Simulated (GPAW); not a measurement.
Runs of GPAW 26.7.0 on Te2Mo. The structure is hexagonal, space group P6_3/mmc (No. 194). Conventional cell: a = 3.518 Å, b = 3.518 Å, c = 13.974 Å, α = 90.00°, β = 90.00°, γ = 120.00°. Around Te (site symmetry 3m) lie 3 Mo at 2.72 Å. Mo (site symmetry -6m2) has 6 Te at 2.72 Å as nearest neighbours. 

| level | potentials or basis | spin | k mesh | band points | spin axis theta (degrees) | spin axis phi (degrees) | soc after scf | eigensolver | gap on the mesh (eV) | pressure (GPa) | largest force (eV/Å) |
| --- | --- | --- | --- | --- | --- | --- | --- | --- | --- | --- | --- |
| RPBE | the program's PAW data sets (release 1.2.1) made for this functional, pw | off | 9 × 9 × 2 | 80 | - | - | - | - | 0.80 | (c) | 0.20 |
| LDA | the program's PAW data sets (release 1.2.1) made for this functional, pw | off | 9 × 9 × 2 | 100 | - | - | - | - | (b) | -3.8 | 0.39 |
| revPBE | the program's PAW data sets (release 1.2.1) made for this functional, pw | off | 9 × 9 × 2 | 80 | - | - | - | - | 0.79 | 3.8 | 0.18 |
| PBEsol | PAW data sets generated in the run's folder for this functional, pw | SOC, no magnetisation | 7 × 7 × 2 | 100 | 0 | 0 | second variation | - | 0.79 | -1.7 | (a) |
| BLYP | PAW data sets generated in the run's folder for this functional, pw | off | 9 × 9 × 2 | 80 | - | - | - | davidson | 0.81 | 8.2 | 0.35 |

Alike in all rows: task band structure; cell as given; cutoff (eV) 600; smearing fermi-dirac 0.05 eV.

Problem. Estimate the missing entries.

Solution. (a) 0.16; (b) 0.75; (c) 4.4.

Caveats: spin-orbit coupling is left out, which moves the levels of the heavy elements (some runs); this functional lacks dispersion, which binds the layers, so the pressure and a relaxed spacing across them are unreliable (some runs); spin-orbit coupling was added after a scalar SCF, so levels and gaps hold it while energy, forces, pressure and moments don't (some runs); this program's spin-orbit splittings come out too wide for heavy elements (some runs); the mesh misses the band edges, which the band path finds closer together (some runs).

A k mesh can miss the band edges, and rows without SOC leave out spin-orbit coupling on Mo, Te.

Runs at the PBE level aren't shown here.
